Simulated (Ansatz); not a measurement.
## KCl (Sylvite) in Ansatz: the effect of functional

Crystal: KCl (Sylvite).

```
K Cl
1.0
     0.00000    3.20818    3.20818
     3.20818    0.00000    3.20818
     3.20818    3.20818    0.00000
K Cl
1 1
Direct
  0.00000 0.00000 0.00000
  0.50000 0.50000 0.50000
```

The cell isn't the ideal one: volume scaled by 1.06.

Alike in all runs:

- Program: Ansatz 0.2.0
- Task: single point
- Potentials or basis: Ansatz PAW
- k mesh: 7 × 7 × 7
- Occupations: fermi-dirac, width 0.05 eV
- Spin: no spin polarisation

```tsv
functional	cutoff	gap on the mesh (eV)	pressure (GPa)
LDA	420 eV (not typed: the program's choice for these potentials)	?	?
PBEsol	420 eV (not typed: the program's choice for these potentials)	4.85	-1.2
r2SCAN	500 eV (not typed: the program's choice for these potentials)	5.63	-1.0
```

Task: What does the run with functional LDA give?

Result: gap on the mesh 4.56 eV; pressure -2.6 GPa.

Caveats: odd divisions of the mesh miss points on the zone boundary, where band edges often lie, so the gap on the mesh can be too wide; the PAW data sets come from PBE, with cores solved anew for the run's functional, which leaves a small shift of forces and pressure.

A k mesh can miss the band edges.

Runs at the PBE level aren't shown here.
